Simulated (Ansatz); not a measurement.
The system is Gd.

```
Gd
1.0
    -2.02500    2.02500    2.02500
     2.02500   -2.02500    2.02500
     2.02500    2.02500   -2.02500
Gd
1
Direct
  0.00000 0.00000 0.00000
```

This isn't the form of Gd at room conditions, which is hcp.

Below is the output of Ansatz 0.2.0 for this cell. Logs are shortened: lines on timing, memory, paths and dates and some standing lists are left out, and cuts for length are marked.

```text
Warning: RAYON_NUM_THREADS=2 ignored (pool sized by the plan → 2); use --threads N
Engine: ansatz 0.2.0, x86_64-unknown-linux-gnu
Pseudopotentials: kind: paw
Pseudopotential: Gd, paw, valence charge 18, recommended cutoff 500 eV (meta_gga), Gd.paw.azcp
Functional definition: r2SCAN
  parameter k0 = 0.174
  parameter k1 = 0.065
  parameter a1 = 4.9479
  exchange = r2scan_x(k0 = k0, k1 = k1, a1 = a1)
  correlation = r2scan_c
Crystal: 1 atoms, lattice volume = 33.215 Å³
Basis set: ecut = 500 eV, 887 PW (Γ), exchange–correlation on 108×108×108 points (64 copies of the dense FFT grid, shifted against one another)
Bands: 17, of which v1, the nominal top of the filled ones, is band 9 counted from 1 (8 counted from 0)
Symmetry: 48 space group operations
Space group: Im-3m (ITA 229), of the structure as read, at distance tolerance 3.2e-5 Å
Magnetic group: BNS 229.140 (UNI 1642), of the structure as read, at distance tolerance 3.2e-5 Å
k-points: 35 of 729
Non-local potential: Gd, projectors of the file, l = 0: 3, l = 1: 2, l = 2: 2, l = 3: 3
PAW form: soft (Blöchl's): semilocal exchange-correlation on the pseudo side does not see the compensation charge
PAW frozen core: Gd, regenerated for the run's functional (the file was generated under x = pbe(κ = 0.804, μ = 0.2195149727645171), c = pbe(β = 0.06672455060314922))
PAW one-centre angular grid: Gd, 2702 points (default); XC on 224 Gauss nodes
Initial density: superposition of atomic densities (chi_scale 0.1, normalization cell)
Starting moments: Σ|m| = 7 μB on 1 of 1 site
Initial wavefunctions: pseudopotential atomic-orbital guess
Functional: x = r2scan, c = r2scan; τ floored in thin density (d = 2e-4 eV/Å³)
iter 1 solved again at ethr=1.75e-3 eV; its pass at ethr=3.10e-3 eV (dr2=3.16e-1 eV) is discarded
SCF iter   1: F=—  HF=-9345.391247 eV  |F-HF|=—  |Δ(HF+E_count)|=         —  Δρ=4.58e-2 (↑1.77e-2 ↓4.58e-2)  dr2=2.92e-1  dr2_τ=1.69e-2  dr2_m=2.89e-1  M=7.412 μB ∫|m|=7.412 μB  β_m=1.00  ethr=1.75e-3  ⟨swp⟩=2.3  Hψ=7358  notcnv=0
Mixer restart at iter 1: flushing history
preconditioner: auto → Kerker (q_TF=auto, 2.463 Å⁻¹)  [metal: Δε(μ)=0.021 eV  Ē_g=13.497 eV  σ=0.050 eV  W_gap=0.10  n_scr=12 (ndim 8)  ℏωp=25.8 eV  f_vac=0.000  D(μ)=2.41/eV (n_scr^D=18)]
spin=Collinear: Kerker preconditioning applied to the charge; magnetization (m = ρ↑ − ρ↓) channel mixes plain (no charge-response kernel on spin).
[... 130 lines left out ...]
Magnetization: 7.8000 μB (12.9000 up, 5.1000 down)
Absolute magnetization: 7.8000 μB (∫|ρ↑−ρ↓|, with the PAW one-centre terms)
Spin contamination: 0.0105 ħ² per cell (⟨S²⟩ above its minimum at these occupations)
Per-site moments (μB) at R_I (Å): [(7.43373194011242, 1.2456234934848929)]
Free energy (F): -9345.238852 eV
Harris-Foulkes:  -9345.238852 eV  (|F-HF|=5.46e-12)
Internal energy: -9345.231563 eV  (E = F + TS)
E sigma→0 (E₀):  -9345.235207 eV
Entropy (-TS):   -0.007289 eV (-7.289 meV/atom)
Fermi energy:    20.036724 eV
--- Per-component energies (eV) ---
  E_band       = 101.831391
  E_kinetic    = 415.626547
  E_local      = -1596.071118  (includes V_loc(G=0)·N_el)
  E_nonlocal   = 283.070337
  E_hartree    = 683.649812
  E_xc         = -230.126091
  E_vxc        = -290.178338  (∫ρ·V_xc dr)
  E_paw        = -6467.025600  (= ΣΔE_a)
  E_vpaw       = -93.831557  (= ΣTr[D̂ρ^β])
  E_aug_tail   = 0.000000  (compensation charges beyond the density's cutoff)
  E_vtau       = 15.915898  (kinetic-family band-sum trace: ∫τ·v_τ [+ j·A + Jᵃ·Aᵃ] dr)
  E_ewald      = -2434.694775
  E_core_change = 0.339325  (= ΣΔE_core)
  E_smearing   = -0.007289  (= −TS)
  E_closure    = -0.000000  (closes the sum)
  Σ components = -9345.238852   (vs F -9345.238852, Δ=0.00e0)
--- Forces (eV/Å), atoms counted from 1 ---
  atom   1  Gd     0.00000000    -0.00000000     0.00000000
  max |Σ_I F_I| component: 3.20e-31 eV/Å
--- Stress (GPa, compression-positive) ---
       29.952437       0.000000       0.000000
       -0.000000      29.952437      -0.000000
        0.000000       0.000000      29.952437
  P = ⅓ Tr σ = 29.9524 GPa (299.524 kbar)
--- Band table (eV; the first three rows and the last of 70) ---
  k-point 0 ↑: bands = ["-26.6996", "-2.1859", "-2.1859", "-2.1859", "14.3328", "14.9737", "14.9737", "14.9737", "15.3870", "15.3870", "15.3870", "15.4855", "21.4734", "21.4734", "21.4734", "24.9884", "24.9884"]
  k-point 1 ↑: bands = ["-26.6510", "-2.5443", "-2.2850", "-2.1916", "14.9491", "14.9856", "14.9984", "15.0019", "15.3542", "15.3646", "15.3736", "15.4465", "21.0634", "21.3433", "22.1526", "24.3958", "24.9955"]
  k-point 2 ↑: bands = ["-26.5257", "-3.3764", "-2.5275", "-2.2066", "15.0091", "15.0267", "15.0819", "15.2707", "15.2721", "15.3508", "15.4251", "16.2961", "20.1741", "20.8938", "24.0281", "24.3198", "25.1537"]
  k-point 34 ↓: bands = ["-22.0768", "-1.1417", "-1.0523", "-1.0523", "17.1705", "17.3844", "22.0201", "22.2305", "22.2305", "22.2308", "22.7178", "22.7178", "22.7486", "29.4164", "29.4164", "30.4796", "32.2023"]
--- Relaxed structure (6 steps of the walk, 6 accepted, 1 SCFs on fresh bases) ---
  F+E_penalty+E_count = -9345.23885199 eV   max|allowed force component| = 0.000e0 eV/Å   (the final SCF, on the basis selected at the relaxed cell)
  cell:  # Å, volume = 21.1966 Å³
    - [-1.743420749751333, 1.743420749751333, 1.743420749751333]
    - [1.743420749751333, -1.743420749751333, 1.743420749751333]
    - [1.743420749751333, 1.743420749751333, -1.743420749751333]
  atoms:
    - { symbol: Gd, position: [0.0, 0.0, 0.0] }
```

Q: What input gives this log?

A: Relaxation of cell and atoms with r2SCAN, collinear spin, ferromagnetic start. The files as run (others can give the same):

input.yaml
```yaml
crystal:
  lattice:
    - [-2.025, 2.025, 2.025]
    - [2.025, -2.025, 2.025]
    - [2.025, 2.025, -2.025]
  atoms:
    - { symbol: Gd, position: [0.0, 0.0, 0.0], spin: 7.0 }
hamiltonian:
  xc: r2scan
  pseudopotentials: { kind: paw }
magnetization:
  spin_polarized: true
kpoints:
  mp_grid: { grid: [9, 9, 9] }
scf:
  occupations: { method: fermi_dirac, width: 0.05 }
output:
  forces: true
  stress: true
  eigenvalues: true
relax:
  f_tol: 0.01
  max_steps: 40
  cell: { stress_tol: 0.05, p_target: 30.0 }
```

Potentials or basis: Ansatz PAW.
The run is started by
```console
$ ansatz run input.yaml --threads 2 --pin off --max-ram 5632MiB --backend cpu --events-out ev --progress --plain --runs-dir out
```

Caveat: the magnetic or orbital state may not be the lowest; the volume moved by over 15 % at a fixed basis, so the end points are rough; the plane-wave basis is chosen anew once the cell has moved, so the energies of steps on either side of that aren't comparable; spin-orbit coupling is left out, which moves the levels of the heavy elements; the PAW data sets come from PBE, with cores solved anew for the run's functional, which leaves a small shift of forces and pressure.
